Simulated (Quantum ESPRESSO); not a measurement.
MgO2 under changes of volume

One of the cells (10.390 Å³/atom); the others are scaled copies at fixed shape and fractional positions:

```
Mg O
1.0
     1.60476    0.92651    3.49398
    -1.60476    0.92651    3.49398
     0.00000   -1.85302    3.49398
Mg O
1 2
Direct
  0.00000 0.00000 0.00000
  0.57121 0.57121 0.57121
  0.42879 0.42879 0.42879
```

The cell comes from a database or a generator and needn't be the stable form of this composition.

| Quantity | Value |
| --- | --- |
| Program | Quantum ESPRESSO 7.5 |
| Functional | LDA |
| Potentials or basis | GBRV 1.5 LDA |
| Cutoff | 612 eV |
| Density cutoff | 4898 eV |
| k mesh | 10 × 10 × 10 |
| Occupations | fermi-dirac, width 0.05 eV |
| Spin | no spin polarisation |

```tsv
volume (Å³/atom)	energy over the lowest point (meV/atom)	pressure (GPa)	gap on the mesh (eV)
9.766	0.00	-1.4	2.62
9.974	3.43	-4.4	2.48
10.182	10.53	-7.1	2.35
10.390	20.94	-9.4	2.23
10.598	?	?	?
10.805	50.25	-13.5	1.99
11.013	68.59	-15.2	1.89
```

Q: What does the run at 10.598 Å³/atom give?

A: Energy over the lowest point 34.27 meV/atom; pressure -11.6 GPa; gap on the mesh 2.11 eV.

Worked out: A Birch-Murnaghan fit of order 3 (a polynomial in V^(-2/3)) to the other rows has its minimum at 9.70 Å³/atom, just outside them, with B0 = V·E''(V) = 154 GPa and B' = 4.3 at fixed shape and positions, which overstates the stiffness. It gives 34.32 meV/atom at 10.598 Å³/atom, against the run's 34.27, and -dE/dV = -11.4 GPa, against -11.6. A straight line through the other rows of the gap, of slope -6.08 eV per unit of ln V (its deformation potential), gives 2.11 eV, against the run's 2.11.

Energies are extrapolated to zero smearing.

A mesh can miss the band edges.
